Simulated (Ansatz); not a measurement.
The system is Zr.

```
CELL_PARAMETERS angstrom
3.23200 0.00000 0.00000
-1.61600 2.79899 0.00000
0.00000 0.00000 5.14700
ATOMIC_POSITIONS crystal
Zr 0.66667 0.33333 0.75000
Zr 0.33333 0.66667 0.25000
```

| Quantity | Value |
| --- | --- |
| Program | Ansatz 0.2.0 |
| Task | relaxation of cell and atoms |
| Functional | revPBE |
| Potentials or basis | Ansatz PAW |
| Cutoff | 420 eV (not typed: the program's choice for these potentials) |
| k mesh | 9 × 9 × 5 |
| Occupations | fermi-dirac, width 0.05 eV |
| Spin | no spin polarisation |

At the start: volume 23.28 Å³/atom.

Where does the relaxation end?

It ends after 4 steps and the volume is 23.79 Å³/atom (+2.2 %); space group P6_3/mmc (No. 194, to 0.05 Å).

The path:
| step | energy change (eV) | largest force (eV/Å) | volume (Å³) |
| --- | --- | --- | --- |
| 1 | 0.0000 | 0.0000 | 46.56 |
| 2 | -0.0070 | 0.0000 | 47.54 |
| 3 | -0.0070 | 0.0000 | 47.59 |
| 4 | -0.0071 | 0.0000 | 47.59 |

Final structure:
```
Zr
1.0
     3.24874    0.00000    0.00000
    -1.62437    2.81349    0.00000
     0.00000    0.00000    5.20625
Zr
2
Direct
  0.66667 0.33333 0.75000
  0.33333 0.66667 0.25000
```

Caveat: the plane-wave basis is chosen anew once the cell has moved, so the energies of steps on either side of that aren't comparable; the PAW data sets come from PBE, with cores solved anew for the run's functional, which leaves a small shift of forces and pressure.
